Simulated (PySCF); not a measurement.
Molecule: triethylamine (SMILES CCN(CC)CC).

Cartesian coordinates in Å; atom numbers follow the order of the lines, from 1:
```xyz
22

C    -1.708   -1.612    0.096
C    -0.805   -0.762    0.988
N     0.022    0.225    0.323
C    -0.719    1.333   -0.244
C     0.070    2.633   -0.270
C     1.024   -0.310   -0.574
C     2.030   -1.223    0.104
H    -2.409   -0.991   -0.483
H    -1.129   -2.216   -0.619
H    -2.306   -2.308    0.705
H    -0.152   -1.424    1.581
H    -1.424   -0.226    1.728
H    -1.094    1.109   -1.269
H    -1.619    1.483    0.375
H    -0.548    3.454   -0.663
H     0.403    2.897    0.745
H     0.963    2.564   -0.909
H     1.569    0.543   -1.006
H     0.569   -0.839   -1.445
H     2.840   -1.485   -0.594
H     1.578   -2.167    0.446
H     2.472   -0.722    0.979
```

Geometry PBE0-D3(BJ)/def2-SVP throughout; GIAO in PySCF, gas phase, one conformer, non-relativistic; equivalent atoms averaged; functional PBE0.

For orientation, cc-pVDZ gives these absolute shieldings σ: C2/C4/C6 150.5, C1/C5/C7 184.4, N3 221.4, H11/H12/H13/H14/H18/H19 28.78, H8/H9/H10/H15/H16/H17/H20/H21/H22 30.42 ppm.

A run gave: C2/C4/C6 149.8, C1/C5/C7 183.9, N3 214.6, H11/H12/H13/H14/H18/H19 28.71, H8/H9/H10/H15/H16/H17/H20/H21/H22 30.42 ppm (absolute shieldings σ).

Which basis set was used in that run?
A. 6-311+G(2d,p)
B. STO-3G
C. 6-31G
D. aug-cc-pVDZ
E. def2-SVP

Answers

D. N3 tells them apart best: aug-cc-pVDZ gives 214.6, STO-3G gives 294.0, 6-311+G(2d,p) gives 204.8, def2-SVP gives 226.3, 6-31G gives 224.5 ppm.
